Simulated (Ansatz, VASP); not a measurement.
**C: VASP beside Ansatz**

```
C
1.0
     2.86130    0.00000    0.00000
     0.00000    2.86130    0.00000
     0.00000    0.00000    7.16878
C
10
Cartesian
  1.4306 1.4306 0.0000
  1.4306 1.4306 3.5844
  0.4543 2.0288 4.6635
  2.4070 0.8325 4.6635
  2.0288 2.4070 2.5053
  0.8325 0.4543 2.5053
  0.4543 0.8325 1.0791
  2.4070 2.0288 1.0791
  2.0288 0.4543 6.0897
  0.8325 2.4070 6.0897
```

Alike in both runs: functional PBE; k mesh 6 × 6 × 4; occupations gaussian, width 0.1 eV; no spin polarisation.

Ansatz relaxed the structure, and its values are those at the end. VASP's run is a single point on that final structure, the one shown.

|  | VASP | Ansatz |
| --- | --- | --- |
| version | VASP 6.6.1 | Ansatz 0.2.0 |
| potentials or method | VASP PAW PBE potentials, release 64 (C) | scalar-relativistic, plane waves, PAW |
| plane-wave cutoff (eV) | 520 | 420 |
| valence electrons in the cell | 40 | 40 |

```csv
,VASP,Ansatz,Ansatz less VASP
gap on the k mesh at the Fermi level (eV),0.57,0.58,+0.002
least direct gap on the mesh (eV),0.57,0.58,+0.002
pressure (GPa),0.7,0.1,-0.60
rms of the force components (eV/Å),0.021,0.016,-0.0045
```
